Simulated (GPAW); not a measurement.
# CdS (Hawleyite): G0W0 with GPAW, start to end

Wanted: ground state, empty states, screening and self-energy for CdS (Hawleyite).

Method: LDA and many-body steps on it, plane waves, in GPAW 26.7.0.

**What was measured.**

- Gap 2.42 eV: optical gap from inflexion point of photoacoustic spectrum, as-grown film; photoacoustic spectroscopy; film (as-grown chemical bath deposited film, about 0.25 um thick, deposited at 80 C) (“Study of the band--gap shift in CdS films: Influence of thermal annealing in different atmospheres”, 1995, arxiv:cond-mat/9501125).

### Step 1. The structure

Symmetry: F-43m, No. 216, cubic system. The conventional cell has a = 5.833 Å, b = 5.833 Å, c = 5.833 Å, α = 90.00°, β = 90.00°, γ = 90.00°. Cd has 4 S at 2.53 Å nearest. Nearest to S lie 4 Cd at 2.53 Å. Farther neighbours and most contacts between anions are not listed.

The cell and positions come from the Crystallography Open Database and are kept as given unless a step says otherwise.

### Step 2. Ground state

This step: GPAW 26.7.0; DFT, LDA, plane waves, PAW.

The ground-state density comes first.

run.py

```python
import json
import numpy as np
from gpaw.mpi import world
from ase import Atoms
from gpaw import GPAW, PW, FermiDirac

atoms = Atoms(['Cd', 'S'],
    cell=[[0.0000000000, 2.9165000000, 2.9165000000],
      [2.9165000000, 0.0000000000, 2.9165000000],
      [2.9165000000, 2.9165000000, 0.0000000000]],
    scaled_positions=[[0.0000000000, 0.0000000000, 0.0000000000],
      [0.2500000000, 0.2500000000, 0.2500000000]],
    pbc=(True, True, True))
calc = GPAW(mode=PW(450),
    xc='LDA',
    kpts={'size': (8, 8, 8), 'gamma': True},
    occupations=FermiDirac(0.001),
    nbands=-7,
    convergence={'density': 1e-6, 'bands': -3},
    maxiter=100,
    txt='gs.txt')
atoms.calc = calc
res = {'energy': atoms.get_potential_energy()}
kpts = calc.get_ibz_k_points()
res['kpts'] = kpts
res['eigenvalues'] = [calc.get_eigenvalues(kpt=k) for k in range(len(kpts))]
res['n_electrons'] = calc.get_number_of_electrons()
calc.write('gs.gpw')

if world.rank == 0:
    with open('result.json', 'w') as f:
        json.dump(res, f, default=lambda x: x.tolist())
```

Command:

```console
> mpirun -n 4 gpaw python run.py
```

Numbers of over 12 decimals in the logs are rounded to 6 here.

Output:

```text
__  _  _
 | _ |_)|_||  |
 |__||  | ||/\| - 26.7.0

Input parameters:
  mode=PW(ecut=450.000000),
  convergence={'density': 1e-06, 'bands': -3},
  kpts=MonkhorstPack(size=(8, 8, 8), gamma=True),
  maxiter=100,
  nbands=-7,
  occupations=Occupations(name='fermi-dirac', width=0.001, fixmagmom=False),
  xc=XC(name='LDA')
  [... matrices ...]
Diagonalizing LCAO Hamiltonian
Converting LCAO to pw mode

           S

       Cd

Atoms  # Å, Bohr magnetons
|   | symbol |        x |        y |        z |    initial magnetic moments |
| 0 |     Cd | 0.000000 | 0.000000 | 0.000000 | ( 0.0000,  0.0000,  0.0000) |
| 1 |      S | 1.458250 | 1.458250 | 1.458250 | ( 0.0000,  0.0000,  0.0000) |

Unit cell  # Å
| periodic |        x |        y |        z |  lengths |    angles |
|      yes | 0.000000 | 2.916500 | 2.916500 | 4.124554 | 60.000000 |
|      yes | 2.916500 | 0.000000 | 2.916500 | 4.124554 | 60.000000 |
|      yes | 2.916500 | 2.916500 | 0.000000 | 4.124554 | 60.000000 |

Number of symmetries: 24
Symmetry operations  # r_c * U_cc + t_c -> r_c
|    | kind |            matrix            |
|  0 |  E   |  1, 0, 0,  0, 1, 0,  0, 0, 1 |
|  1 |  σ   |  1, 0, 0,  0, 0, 1,  0, 1, 0 |
|  2 |  σ   |  1, 0,-1,  0, 1,-1,  0, 0,-1 |
|  3 |  C3  |  1, 0,-1,  0, 0,-1,  0, 1,-1 |
|  4 |  C3  |  1,-1, 0,  0,-1, 1,  0,-1, 0 |
|  5 |  σ   |  1,-1, 0,  0,-1, 0,  0,-1, 1 |
|  6 |  σ   |  0, 1, 0,  1, 0, 0,  0, 0, 1 |
|  7 |  C3  |  0, 1, 0,  0, 0, 1,  1, 0, 0 |
|  8 |  C2  |  0, 1,-1,  1, 0,-1,  0, 0,-1 |
|  9 |  S4  |  0, 1,-1,  0, 0,-1,  1, 0,-1 |
| 10 |  C3  |  0, 0, 1,  1, 0, 0,  0, 1, 0 |
| 11 |  σ   |  0, 0, 1,  0, 1, 0,  1, 0, 0 |
| 12 |  S4  |  0, 0,-1,  1, 0,-1,  0, 1,-1 |
| 13 |  C3  |  0, 0,-1,  0, 1,-1,  1, 0,-1 |
| 14 |  S4  |  0,-1, 1,  1,-1, 0,  0,-1, 0 |
| 15 |  C2  |  0,-1, 1,  0,-1, 0,  1,-1, 0 |
| 16 |  C3  |  0,-1, 0,  1,-1, 0,  0,-1, 1 |
| 17 |  S4  |  0,-1, 0,  0,-1, 1,  1,-1, 0 |
| 18 |  S4  | -1, 1, 0, -1, 0, 1, -1, 0, 0 |
| 19 |  C3  | -1, 1, 0, -1, 0, 0, -1, 0, 1 |
| 20 |  C3  | -1, 0, 1, -1, 1, 0, -1, 0, 0 |
| 21 |  S4  | -1, 0, 1, -1, 0, 0, -1, 1, 0 |
| 22 |  σ   | -1, 0, 0, -1, 1, 0, -1, 0, 1 |
| 23 |  C2  | -1, 0, 0, -1, 0, 1, -1, 1, 0 |

BZ-sampling:
  Number of BZ points: 512
  Number of IBZ points: 29

  Monkhorst-Pack size: [8, 8, 8]
  Monkhorst-Pack shift: [0.0625, 0.0625, 0.0625]

K-points  # in reciprocal-cell coordinates
|     |                                coordinates |     weight |
|   0 | (  0.00000000,   0.00000000,   0.00000000) | 0.00195312 |
|   1 | (  0.12500000,   0.12500000,   0.00000000) | 0.01171875 |
|   2 | (  0.12500000,   0.12500000,   0.12500000) | 0.01562500 |
|   3 | (  0.25000000,   0.12500000,   0.12500000) | 0.02343750 |
|   4 | (  0.25000000,   0.25000000,   0.00000000) | 0.01171875 |
|   5 | (  0.25000000,   0.25000000,   0.12500000) | 0.04687500 |
|   6 | (  0.25000000,   0.25000000,   0.25000000) | 0.01562500 |
|   7 | (  0.37500000,   0.25000000,  -0.37500000) | 0.04687500 |
|   8 | (  0.37500000,   0.25000000,   0.12500000) | 0.04687500 |
|   9 | (  0.37500000,   0.25000000,   0.25000000) | 0.04687500 |
| ... |                                            |            |
|  28 | (  0.50000000,   0.50000000,   0.50000000) | 0.00781250 |

Plane wave coefficients: 1090
Cutoff: 450.000000 eV

Spin-components: 1 (collinear spins)
Bands:           16
Projectors:      11
Spin-degeneracy: 2
Datatype:        complex128

  Storage: CPU
  Wave functions: 7_921_408 bytes (1_980_352 per core)
  Projectors: 10_891_936 bytes (2_722_984 per core)
  [... matrices ...]
Parallelization:
  kpt:    4
  domain: 1
  band:   1

Density:
  Valence electrons: 18.0
  Components: 1
  Grid points: [21 21 21]
  Charge: 0.0  # |e|

Potential:
  Grid points: [21 21 21]

species:
  Cd:
    name:    Cadmium
    Z:       48.0
    valence: 12
    core:    36
    charge:  0.0  # [|e|]
    compensation charges:
      type: gauss
      rc: 0.38  # [Å]
      lmax: 2
    cutoffs:
      filter: 2.12  # [Å]
      core: 2.62  # [Å]
    projectors
    | kind |    occ | energy [eV] | rcut [Å] |
    |   5s |  2.000 |      -5.950 |    1.191 |
    |   5p |  0.000 |      -1.328 |    1.228 |
    |   4d | 10.000 |     -11.904 |    1.164 |
    |    s |        |      21.261 |    1.191 |
    |    p |        |      25.883 |    1.228 |
    |    d |        |      15.307 |    1.164 |

    Using partial waves for Cd as LCAO basis

  S:
    name:    Sulfur
    Z:       16.0
    valence: 6
    core:    10
    charge:  0.0  # [|e|]
    compensation charges:
      type: gauss
      rc: 0.24  # [Å]
      lmax: 2
    cutoffs:
      filter: 1.77  # [Å]
      core: 1.66  # [Å]
    projectors
    | kind |    occ | energy [eV] | rcut [Å] |
    |   3s |  2.000 |     -17.278 |    0.974 |
    |   3p |  4.000 |      -7.106 |    0.979 |
    |    s |        |       9.933 |    0.974 |
    |    p |        |      20.105 |    0.979 |
    |    d |        |       0.000 |    0.900 |

    Using partial waves for S as LCAO basis

Reference energy: -162860.550595  # eV

eigensolver:
  PPCG
  Converge bands: -3
  niter=2

density mixing:
  MSR1-Mixer
  Pratt-step length: 0.05
  Maximum mixing coefficient: 0.75
  Old densities: 10
  SVD Regularization: 0.005
  Good broyden scale: 1.0
  Trust region scale: 1.0
  Backstep threshold: 4.0
  History deletion threshold: 6.0
  Fourier metric: weight=20.0, sigma=0.015

occupation numbers:
  Fermi-Dirac:
    width: 0.0010  # eV

poisson solver:
  ecut: 3600.000000  # eV

xc functional:
  name: None

Initialization done in: 0.780 s

convergence criteria:
- Maximum integral of absolute [dens]ity change: 1e-06 electrons / valence electron
- Maximum [total energy] change in last 3 cyles: 0.0005 eV / valence electron
- Maximum integral of absolute [eigenst]ate change: 4e-08 eV^2 / valence electron
maximum number of iterations: 100

SCF iterations
|iter     |     time |      energy | eigst |  dens |
|iter:   1|  |   -8.049183 | +1.02 |       |
|iter:   2|  |   -7.945976 | -0.52 | -1.15 |
|iter:   3|  |   -7.577740 | -1.11 | -1.20 |
|iter:   4|  |   -7.570293 | -3.22 | -1.74 |
|iter:   5|  |   -7.568754c| -3.50 | -2.19 |
|iter:   6|  |   -7.568747c| -5.14 | -2.94 |
|iter:   7|  |   -7.568748c| -6.52 | -3.55 |
|iter:   8|  |   -7.568748c| -7.34 | -4.74 |
|iter:   9|  |   -7.568748c| -7.92c| -5.33 |
|iter:  10|  |   -7.568748c| -8.43c| -6.15c|

Converged in 10 steps
SCF loop duration: 1.430 s (0.143 s/step)
Energy contributions relative to reference atoms: (reference = -162860.550595)
  [... matrices ...]
Energy contributions:
  Kinetic:          14.298130
  Coulomb:         -13.012825
  Zero:              0.113384
  External:          0.000000
  Xc:               -8.967437
  Entropy:          -0.000000
  Spinorbit:         0.000000
  ----------------------------
  Free energy:      -7.568748
  Extrapolated:     -7.568748

dipole moment: (-22.050254, -22.050254, -22.050254)  # |e|*Ang

Fermi level: 3.445
Eigenvalues  # (at kpt = [0.000, 0.000, 0.000])
| band index |      eig [eV] | occ [0-2] |
|          0 |        -9.062 |     2.000 |
|          1 |        -4.402 |     2.000 |
|          2 |        -4.402 |     2.000 |
|          3 |        -4.402 |     2.000 |
|          4 |        -3.908 |     2.000 |
|          5 |        -3.908 |     2.000 |
|          6 |         3.327 |     2.000 |
|          7 |         3.327 |     2.000 |
|          8 |         3.327 |     2.000 |
|          9 |         4.174 |     0.000 |
|         10 |         9.628 |     0.000 |
|         11 |         9.628 |     0.000 |
|         12 |         9.628 |     0.000 |
|         13 |        14.378 |     0.000 |
|         14 |        14.651 |     0.000 |
|         15 |        14.651 |     0.000 |

Gap: 0.847 eV
Transition (v -> c):
  (s=0, k=0, n=8, [0.00, 0.00, 0.00]) -> (s=0, k=0, n=9, [0.00, 0.00, 0.00])
No difference between direct/indirect transitions
# Writing to gs.gpw (mode='')
  [... matrices ...]
```

Run time: 3.7 s. Hardware: 4 MPI ranks of Intel Xeon 6975P-C (Granite Rapids), shared host; peak memory 0.61 GiB.

Numbers from this step:

| Property | Result |
| --- | --- |
| total energy | -7.569 eV |
| gap | 0.8469 eV |
| k of the valence top | 0, 0, 0 |
| k of the conduction bottom | 0, 0, 0 |
| least direct gap | 0.8469 eV |

The gap is direct, at Γ.

### Step 3. Bands along the symmetry lines

The cheap functional maps the bands first; the places of the edges decide which points the dearer methods must see.

run.py

```python
import json
import numpy as np
from gpaw.mpi import world
from gpaw import GPAW

path = [[0.000000, 0.000000, 0.000000],
    [-0.062500, -0.062500, 0.000000],
    [-0.125000, -0.125000, 0.000000],
    [-0.187500, -0.187500, 0.000000],
    [-0.250000, -0.250000, 0.000000],
    [-0.312500, -0.312500, 0.000000],
    [-0.375000, -0.375000, 0.000000],
    [-0.437500, -0.437500, 0.000000],
    [-0.500000, -0.500000, 0.000000],
    [-0.484375, -0.484375, 0.031250],
    [-0.468750, -0.468750, 0.062500],
    [-0.453125, -0.453125, 0.093750],
    [-0.437500, -0.437500, 0.125000],
    [-0.421875, -0.421875, 0.156250],
    [-0.406250, -0.406250, 0.187500],
    [-0.390625, -0.390625, 0.218750],
    [-0.375000, -0.375000, 0.250000],
    [-0.375000, 0.000000, 0.375000],
    [-0.328125, 0.000000, 0.328125],
    [-0.281250, 0.000000, 0.281250],
    [-0.234375, 0.000000, 0.234375],
    [-0.187500, 0.000000, 0.187500],
    [-0.140625, 0.000000, 0.140625],
    [-0.093750, 0.000000, 0.093750],
    [-0.046875, 0.000000, 0.046875],
    [0.000000, 0.000000, 0.000000],
    [0.000000, 0.000000, 0.062500],
    [0.000000, 0.000000, 0.125000],
    [0.000000, 0.000000, 0.187500],
    [0.000000, 0.000000, 0.250000],
    [0.000000, 0.000000, 0.312500],
    [0.000000, 0.000000, 0.375000],
    [0.000000, 0.000000, 0.437500],
    [0.000000, 0.000000, 0.500000],
    [-0.062500, -0.031250, 0.468750],
    [-0.125000, -0.062500, 0.437500],
    [-0.187500, -0.093750, 0.406250],
    [-0.250000, -0.125000, 0.375000],
    [-0.312500, -0.156250, 0.343750],
    [-0.375000, -0.187500, 0.312500],
    [-0.437500, -0.218750, 0.281250],
    [-0.500000, -0.250000, 0.250000],
    [-0.500000, -0.281250, 0.218750],
    [-0.500000, -0.312500, 0.187500],
    [-0.500000, -0.343750, 0.156250],
    [-0.500000, -0.375000, 0.125000],
    [-0.500000, -0.406250, 0.093750],
    [-0.500000, -0.437500, 0.062500],
    [-0.500000, -0.468750, 0.031250],
    [-0.500000, -0.500000, 0.000000]]
calc = GPAW('gs.gpw').fixed_density(kpts=path,
    symmetry='off',
    nbands=19,
    convergence={'bands': 15},
    txt='bands.txt')
res = {}
kpts = calc.get_ibz_k_points()
res['kpts'] = kpts
res['eigenvalues'] = [calc.get_eigenvalues(kpt=k) for k in range(len(kpts))]
res['n_electrons'] = calc.get_number_of_electrons()

if world.rank == 0:
    with open('result.json', 'w') as f:
        json.dump(res, f, default=lambda x: x.tolist())
```

Command:

```console
> mpirun -n 4 gpaw python run.py
```

Output:

```text
Diagonalizing LCAO Hamiltonian
Converting LCAO to pw mode
convergence criteria:
- Maximum integral of absolute [eigenst]ate change: 4e-08 eV^2 / valence electron
maximum number of iterations: 100

SCF iterations
|iter     |     time |      energy | eigst |  dens |
|iter:   1|  |             | +1.95 |       |
|iter:   2|  |             | +0.17 |       |
|iter:   3|  |             | -0.67 |       |
[...]
|iter:   7|  |             | -5.61 |       |
|iter:   8|  |             | -6.76 |       |
|iter:   9|  |             | -7.62c|       |
SCF steps: 9
  __  _  _
 | _ |_)|_||  |
 |__||  | ||/\| - 26.7.0

Input parameters:
  mode=PW(ecut=450.000000),
  convergence={'bands': 15},
  gpts=array([21, 21, 21]),
  kpts=KPoints(kpts=array([[ 0.      ,  0.      ,  0.      ],
         [-0.0625  , -0.0625  ,  0.      ],
         [-0.125   , -0.125   ,  0.      ],
         [-0.1875  , -0.1875  ,  0.      ],
[...]
[-0.484375, -0.484375,  0.03125 ],
[...]
[-0.453125, -0.453125,  0.09375 ],
[...]
[-0.421875, -0.421875,  0.15625 ],
[...]
[-0.390625, -0.390625,  0.21875 ],
[...]
[-0.328125,  0.      ,  0.328125],
[...]
[-0.234375,  0.      ,  0.234375],
[...]
[-0.140625,  0.      ,  0.140625],
[...]
[-0.046875,  0.      ,  0.046875],
         [ 0.      ,  0.      ,  0.      ],
         [ 0.      ,  0.      ,  0.0625  ],
         [ 0.      ,  0.      ,  0.125   ],
[...]
[ 0.      ,  0.      ,  0.4375  ],
         [ 0.      ,  0.      ,  0.5     ],
[...]
[-0.5     , -0.4375  ,  0.0625  ],
         [-0.5     , -0.46875 ,  0.03125 ],
         [-0.5     , -0.5     ,  0.      ]])),
  maxiter=100,
  nbands=19,
  occupations=Occupations(name='fermi-dirac', width=0.001, fixmagmom=False),
  parallel={},
  symmetry=Symmetry(point_group=False, time_reversal=False),
  xc=XC(name='LDA')
  [... matrices ...]
timing:  # [seconds]
  Total: 0.033  # ━━━━━━━━━━━━━━━━━━━━━━━━━━━━━━━━━━━━━━━━━━━━━━━━━━━━━━━━━━━
```

Elapsed: 4.5 s, on 4 MPI ranks; peak memory 0.68 GiB.

This step gave:

```yaml
gap: 0.8469 eV
k_of_the_valence_top: 0, 0, 0
k_of_the_conduction_bottom: 0, 0, 0
least_direct_gap: 0.8469 eV
```

The gap is 0.847 eV, as in the run before at this level.

Electronic bands along the path, in eV, zero at the top of the highest filled band:

| point | band 6 | band 7 | band 8 | band 9 | band 10 | band 11 | band 12 | band 13 |
| --- | --- | --- | --- | --- | --- | --- | --- | --- |
| Γ | -7.23 | 0.00 | 0.00 | 0.00 | 0.85 | 6.30 | 6.30 | 6.30 |
| halfway | -7.19 | -2.40 | -1.06 | -1.06 | 3.36 | 4.58 | 7.89 | 7.89 |
| X | -6.79 | -4.07 | -1.94 | -1.94 | 3.30 | 4.15 | 8.90 | 10.50 |
| halfway | -6.73 | -4.06 | -2.22 | -1.84 | 3.60 | 4.45 | 8.65 | 9.79 |
| U | -6.65 | -4.06 | -2.62 | -1.58 | 4.00 | 5.25 | 8.21 | 8.81 |
| jump to K | -6.65 | -4.06 | -2.62 | -1.58 | 4.00 | 5.25 | 8.21 | 8.81 |
| halfway | -7.18 | -2.85 | -1.42 | -0.44 | 3.37 | 5.86 | 6.52 | 7.05 |
| Γ | -7.23 | 0.00 | 0.00 | 0.00 | 0.85 | 6.30 | 6.30 | 6.30 |
| halfway | -7.23 | -2.58 | -0.41 | -0.41 | 2.52 | 6.03 | 6.82 | 6.82 |
| L | -6.85 | -4.54 | -0.78 | -0.78 | 2.75 | 6.80 | 6.80 | 7.19 |
| halfway | -6.73 | -4.24 | -2.01 | -1.26 | 4.15 | 5.59 | 6.98 | 8.13 |
| W | -6.59 | -4.03 | -2.36 | -2.25 | 5.23 | 5.24 | 6.97 | 7.78 |
| halfway | -6.69 | -4.05 | -2.16 | -2.10 | 4.02 | 4.63 | 8.40 | 8.70 |
| X | -6.79 | -4.07 | -1.94 | -1.94 | 3.30 | 4.15 | 8.90 | 10.50 |

### Step 4. Empty states on the mesh, 6×6×6 mesh, 216 bands

The sums over transitions need many empty states on a uniform mesh; this step solves for them.

run.py

```python
import json
import numpy as np
from gpaw.mpi import world
from gpaw import GPAW

calc = GPAW('gs.gpw').fixed_density(kpts={'size': (6, 6, 6), 'gamma': True},
    parallel={'domain': 1, 'band': 1},
    txt='nscf.txt')
calc.diagonalize_full_hamiltonian(nbands=216)
calc.write('full.gpw', mode='all')
res = {}
kpts = calc.get_ibz_k_points()
res['kpts'] = kpts
res['eigenvalues'] = [calc.get_eigenvalues(kpt=k) for k in range(len(kpts))]
res['n_electrons'] = calc.get_number_of_electrons()

if world.rank == 0:
    with open('result.json', 'w') as f:
        json.dump(res, f, default=lambda x: x.tolist())
```

Command:

```console
> mpirun -n 4 gpaw python run.py
```

Output:

```text
Diagonalizing LCAO Hamiltonian
Converting LCAO to pw mode
convergence criteria:
- Maximum integral of absolute [eigenst]ate change: 4e-08 eV^2 / valence electron
maximum number of iterations: 100

SCF iterations
|iter     |     time |      energy | eigst |  dens |
|iter:   1|  |             | +0.99 |       |
|iter:   2|  |             | -0.64 |       |
|iter:   3|  |             | -1.81 |       |
[...]
|iter:   7|  |             | -5.61 |       |
|iter:   8|  |             | -6.43 |       |
|iter:   9|  |             | -7.43c|       |
SCF steps: 9
  __  _  _
 | _ |_)|_||  |
 |__||  | ||/\| - 26.7.0

Input parameters:
  mode=PW(ecut=450.000000),
  convergence={'density': 1e-06, 'bands': -3},
  gpts=array([21, 21, 21]),
  kpts=MonkhorstPack(size=(6, 6, 6), gamma=True),
  maxiter=100,
  nbands=16,
  occupations=Occupations(name='fermi-dirac', width=0.001, fixmagmom=False),
  parallel={'domain': 1, 'band': 1},
  xc=XC(name='LDA')
Matrix size: 1073x1073
# Writing to full.gpw (mode='all')
  [... matrices ...]

timing:  # [seconds]
  Total: 3.054  # ━━━━━━━━━━━━━━━━━━━━━━━━━━━━━━━━━━━━━━━━━━━━━━━━━━━━━━━━━━━
```

It took 5.9 s on 4 MPI ranks; peak memory 1 GiB; 22 s of CPU time.

This step gave:

```yaml
gap: 0.8469 eV
k_of_the_valence_top: 0, 0, 0
k_of_the_conduction_bottom: 0, 0, 0
least_direct_gap: 0.8469 eV
k_points_computed: 16
lowest_point_of_the_top_converged_band_above_the_valence_top: 140.3471 eV
```

On this mesh the gap is 0.847 eV.

(Continued in part 2 of 2.)

[Paths, hosts, dates, memory and timing lines, banners, echoed tables and standing remarks are left out of the program output.]

[Logs are printed without paths, hosts, clocks, repeated set-up lines and the standing remarks that a program may print on its own settings, such as how far it seeks lower states.]

[Runs of the session that timed out or met a known fault of the program may be left out.]

[Hosts, paths, dates, database ids (printed as entryN), source tags and the programs' standing remarks are cut or masked in the printed files.]
